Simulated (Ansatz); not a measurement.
# K2S: a single-point run

Aim: a sound single-point run of K2S. The structure is shown as the input types it.

Computed with Ansatz 0.2.0 (density functional or hybrid calculation with the settings of its input, plane waves (as first typed), unless a step's input says otherwise).

3 further runs of the same task are left out: 1 for a known fault of the program, 2 that didn't finish.

### Step 1. Starting point

The structure is cubic, space group Fm-3m (No. 225). Conventional cell: a = 7.406 Å, b = 7.406 Å, c = 7.406 Å, α = 90.00°, β = 90.00°, γ = 90.00°. S (site symmetry m-3m) has 8 K at 3.21 Å as nearest neighbours. K (site symmetry -43m) is surrounded by 4 S at 3.21 Å.

As a file:

```cif
data_structure
_symmetry_space_group_name_H-M 'P 1'
_symmetry_Int_Tables_number 1
_cell_length_a 5.2365
_cell_length_b 5.2365
_cell_length_c 5.2365
_cell_angle_alpha 60.000
_cell_angle_beta 60.000
_cell_angle_gamma 60.000
_cell_volume 101.53
loop_
_atom_site_label
_atom_site_type_symbol
_atom_site_fract_x
_atom_site_fract_y
_atom_site_fract_z
_atom_site_occupancy
S1 S 0.00000 0.00000 0.00000 1
K1 K 0.25000 0.25000 0.25000 1
K2 K 0.75000 0.75000 0.75000 1
```

### Step 2. The run

Input file input.yaml:

```yaml
crystal:
  lattice:
    - [0.0, 3.7027568507, 3.7027568507]
    - [3.7027568507, 0.0, 3.7027568507]
    - [3.7027568507, 3.7027568507, 0.0]
  atoms:
    - { symbol: S, position: [0.0, 0.0, 0.0] }
    - { symbol: K, position: [0.25, 0.25, 0.25] }
    - { symbol: K, position: [0.75, 0.75, 0.75] }
kpoints:
  mp_grid: { grid: [4, 4, 4] }
hamiltonian:
  xc: pbe
scf:
  occupations: { method: fixed }
  n_extra_bands: 4
  max_iter: 55
output:
  forces: true
  stress: true
  eigenvalues: true
basis:
  ecutrho_ratio: 1
```

On the command line:

```console
$ ansatz run input.yaml --threads 4 --pin off --max-ram 3686MiB --backend cpu --events-out ev --progress --plain --runs-dir out
```

Q: Will this input give a usable result? If not, why, and what should change?

The program finished normally, with warnings (cutoff below recommended). Its log warns: «basis.ecutrho_ratio = 1 (ecutrho = 420 eV) is below the records' recommended 1680 eV»

Look at the input: basis.ecutrho_ratio is 1. The grid or cutoff for the density and potential is too coarse for the wavefunction basis: a density holds Fourier components up to twice the waves' wavevector.

To check: delete basis.ecutrho_ratio (the default then holds).
